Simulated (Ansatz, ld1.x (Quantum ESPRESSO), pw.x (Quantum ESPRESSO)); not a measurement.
**Te (Z = 52): does the RRKJ potential hold in the solid?**

```
Element                 : tellurium
Generator               : ld1.x (Quantum ESPRESSO) 7.5
Type                    : norm-conserving RRKJ (Kleinman–Bylander form)
Functional              : LDA (PW92)
Relativity              : scalar-relativistic
Frozen core             : [Kr]
Valence charge          : 16
Reference configuration : 4d10 5s2 5p4
Partial waves           : 5p (bound): rc 1.65 bohr; 4d (bound): rc 1.45 bohr; 5s (bound): rc 1.55 bohr
Local potential         : the s channel
Core correction         : none
rho0                    : 0.001
```

Atomic tests: cutoffs needed: 80 Ry and 110 Ry (the cutoffs (Ry, on a coarse ladder) from which the occupation-weighted sum of valence levels, in a spherical-Bessel basis at the reference potential, stays within 10 and 1 mRy of its value at 400 Ry); ghost test: no extra level below or beside the all-electron valence levels (p, d, s, f tested) (spherical-Bessel basis up to 400 Ry, 20 bohr box); largest excitation error: -226 meV (all-electron minus pseudo) for 4d9 5s2 5p5, out of 7 test configurations.

Crystal test: fcc Te in pw.x 7.5, no spin, 12³ k-points, Fermi–Dirac smearing 0.01 Ry, cutoffs 135/540 Ry. The reference is all-electron LAPW (Ansatz 0.2.0) with the same functional, mesh and smearing; V0 and B0 come from Birch–Murnaghan fits to the pressures at five volumes. Errors are pseudo minus all-electron; Δ is the rms difference of the E(V) curves that follow from these fits, minima aligned, over ±6 % about the mean V0. Mesh and smearing are coarse, so the numbers serve the comparison and aren't converged zero-temperature values; the lattice is a test structure that the element need not adopt.

| V (Å³/atom) | P all-electron (GPa) | P pseudo (GPa) |
| --- | --- | --- |
| 25.065 | 4.19 | 7.15 |
| 25.724 | 2.10 | 4.76 |
| 26.384 | 0.29 | 2.68 |
| 27.044 | -1.29 | 0.86 |
| 27.703 | -2.66 | -0.71 |

All-electron: a0 = 4.733 Å (V0 = 26.50 Å³/atom), B0 = 66.2 GPa.

Pseudopotential: mean pressure error (GPa): +2.42; a0 (Å): 4.785; a0 error (%): +1.11; B0 error (%): -1.5; Δ (meV/atom): 13.0. This is a poor potential for the solid.

At the middle volume, how do free energy and pressure move when the wave cutoff is lowered (ecutrho kept at four times it)?

```json
{"cutoff (Ry)": "61", "shift of F (meV/atom)": "+4094.9", "shift of P (GPa)": "-171.98"}
{"cutoff (Ry)": "81", "shift of F (meV/atom)": "+65.5", "shift of P (GPa)": "-4.27"}
{"cutoff (Ry)": "108", "shift of F (meV/atom)": "+8.7", "shift of P (GPa)": "-0.40"}
```

The run at the middle volume (72 k-points, 6 iterations) took about 63 s on one core of a shared host (Neoverse-V1, 64 threads, 495 GiB, load 26).
